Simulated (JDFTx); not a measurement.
Set up this calculation in JDFTx 1.7.0 (patched build), as the native input.

| Property | Result |
| --- | --- |
| Task | relaxation of cell and atoms |
| Functional | AM05 |
| Potentials or basis | SG15-PBE-1.2 with smoothed tails |
| Cutoff | 1088 eV |
| Density cutoff | 4354 eV |
| k mesh | 4 × 4 × 4 |
| Occupations | fermi-dirac, width 0.05 eV |
| Spin | no spin polarisation |
| Local potential set to -Z/r beyond | 6 bohr |
| Bands | 13 |
| Density cutoff over wavefunction cutoff | 4 |
| Max SCF steps | 100 |
| SCF threshold on the energy | 1e-09 Ha |
| Solver of the electrons | scf |
| Further solve for the empty bands | no |

The system is Pb.

```xyz
1
Lattice="0.0000 2.4750 2.4750 2.4750 0.0000 2.4750 2.4750 2.4750 0.0000" Properties=species:S:1:pos:R:3 pbc="T T T"
Pb    0.0000    0.0000    0.0000
```

One way to write it, as run:

Pb.in

```
lattice \
    0.0000000000     2.4750200000     2.4750200000 \
    2.4750200000     0.0000000000     2.4750200000 \
    2.4750200000     2.4750200000     0.0000000000
latt-scale 1.889726124626 1.889726124626 1.889726124626
coords-type Lattice
ion Pb     0.0000000000     0.0000000000     0.0000000000 1

ion-species pseudo/Pb.upf
elec-cutoff 40
elec-ex-corr gga-x-am05 gga-c-am05
kpoint-folding 4 4 4
elec-smearing Fermi 0.0018374661
elec-n-bands 13
electronic-SCF nIterations 100 energyDiffThreshold 1e-09
electronic-minimize nIterations 30 energyDiffThreshold 1e-7
forces-output-coords Cartesian
lattice-minimize nIterations 40 energyDiffThreshold 1e-6

dump-name run.$VAR
dump End Ecomponents EigStats BandEigs Kpoints Forces Stress
```

Potentials or basis: SG15-PBE-1.2 with smoothed tails.

Command:

```console
$ jdftx -c 1 -i Pb.in -o Pb.out
```

Results of the run:

The relaxed volume is 29.89 Å³/atom. The relaxed cell is a = 3.483 Å, b = 3.483 Å, c = 3.483 Å, α = 60.00°, β = 60.00°, γ = 60.00°. The space group after relaxing (to 0.05 Å) is Fm-3m (No. 225), the energy gained by relaxing is 0.9 meV/atom and the ionic steps are 5. The pressure after relaxing is 0.0 GPa. The band gap on the k mesh is none (metal or under the smearing width).

Caveat: the k mesh is coarse (spacing up to 0.55 Å⁻¹), so the values aren't converged; the potentials were made for another functional, which shifts forces and pressure.

It took 44 s on 1 thread of Arm Neoverse V1, with other jobs on the host, peak memory 0.05 GiB.
